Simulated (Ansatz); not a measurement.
**ZnS: strain energy, fitted**

ZnS, F-43m, a = 5.442 Å. The compound has several low-lying forms, and this is one of them. Ansatz: PBE, PAW, 420 eV, Γ-centred 8×8×6 mesh on 4 atoms, Gaussian smearing 0.02 eV; no spin polarisation. Series: uniaxial strain along a, with b, c and atoms relaxed; x is the strain in per cent. The axes a, b, c are those of the computed cell (3.848, 3.848, 5.442 Å), along [1 1 0], [-1 1 0], [0 0 1] of the cell named above. y is the free energy over the unstrained cell, V0 = 20.149 Å³/atom.

| x (%) | y (meV/atom) |
| --- | --- |
| -3.0 | ? |
| -2.0 | 2.40 |
| -1.0 | 0.61 |
| 0.0 | 0.00 |
| 1.0 | 0.53 |
| 2.0 | 2.14 |
| 3.0 | 4.79 |

Problem. Fit y = c2 x² + c3 x³ to the other rows, turn c2 into a modulus, and predict the missing energy.

Solution. Least squares on the rows shown. y = 0.5715 x² − 0.01362 x³. In eV per unit strain² c2 is 5.715; this is Young's modulus along the axis (E = ½ Y V0 ε²): 2 × 5.715 × 160.2 / (20.149) = 91 GPa. At x = -3.0 the fit asked for gives 5.51 meV/atom. The run gave 5.43 meV/atom, so the fit is 0.08 meV/atom too high, a small miss on the scale of the series.